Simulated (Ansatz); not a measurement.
The system is SnTe.

```
Te Sn
1.0
     0.00000    3.15085    3.15085
     3.15085    0.00000    3.15085
     3.15085    3.15085    0.00000
Te Sn
1 1
Direct
  0.50000 0.50000 0.50000
  0.00000 0.00000 0.00000
```

* Program: Ansatz 0.2.0
* Task: relaxation of cell and atoms
* Functional: HSE03
* Potentials or basis: Ansatz PAW
* Cutoff: 420 eV (not typed: the program's choice for these potentials)
* k mesh: 4 × 4 × 4
* Occupations: fermi-dirac, width 0.05 eV
* Spin: no spin polarisation

At the start: volume 31.28 Å³/atom.

Task: Where does the relaxation end?

Result: It ends after 4 steps and the volume is 32.14 Å³/atom (+2.7 %); space group Fm-3m (No. 225, to 0.05 Å).

The path:
```tsv
step	energy change (eV)	largest force (eV/Å)	volume (Å³)
1	0.0000	0.0000	62.56
2	-0.0051	0.0000	64.48
3	-0.0052	0.0000	64.28
4	-0.0055	0.0000	64.28
```

Final structure:
```xyz
2
Lattice="0.0000 3.1794 3.1794 3.1794 0.0000 3.1794 3.1794 3.1794 0.0000" Properties=species:S:1:pos:R:3 pbc="T T T"
Te    3.1794    3.1794    3.1794
Sn    0.0000    0.0000    0.0000
```

Caveat: the k mesh is coarse (spacing up to 0.43 Å⁻¹), so the values aren't converged, least of all with exact exchange; the plane-wave basis is chosen anew once the cell has moved, so the energies of steps on either side of that aren't comparable; the PAW data sets come from PBE, with cores solved anew for the run's functional, which leaves a small shift of forces and pressure.
